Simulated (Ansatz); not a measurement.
**Sb (Pm-3m), clamped-ion strain scan**

Theory: DFT PBE, scalar-relativistic, plane waves, PAW in Ansatz 0.2.0. Settings: plane waves to 420 eV, k-mesh 16×16×16 (Γ-centred), Gaussian smearing 0.15 eV. No spin polarisation. Energies are free energies at this smearing, counted from the undisturbed cell; pressure is positive in compression.

Reference structure (as given, not relaxed at this level; it stands at -2.5 GPa; this simple cubic form isn't the usual structure):

```
Sb
1.0
     3.16000    0.00000    0.00000
     0.00000    3.16000    0.00000
     0.00000    0.00000    3.16000
Sb
1
Cartesian
  0.0000 0.0000 0.0000
```

The cell is strained by ε times the Voigt pattern (0, 1, 0, 0, 0, 0) (xx, yy, zz, yz, xz, xy; engineering shear) with fractional coordinates fixed. The cell is metallic on the mesh throughout.

```
      ε  ΔE (meV/atom) stress summed along the pattern (GPa, tension positive) pressure (GPa)
-0.0600           14.3                                                    -6.12             1.1
-0.0450            0.9                                                    -3.11             0.0
-0.0300           -4.9                                                    -0.93            -0.9
 0.0000            0.0                                                     2.50            -2.5
 0.0150            9.5                                                     3.91            -3.1
 0.0300           22.9                                                     5.09            -3.6
 0.0450           39.4                                                     6.04            -4.0
 0.0600           58.4                                                     6.83            -4.3
```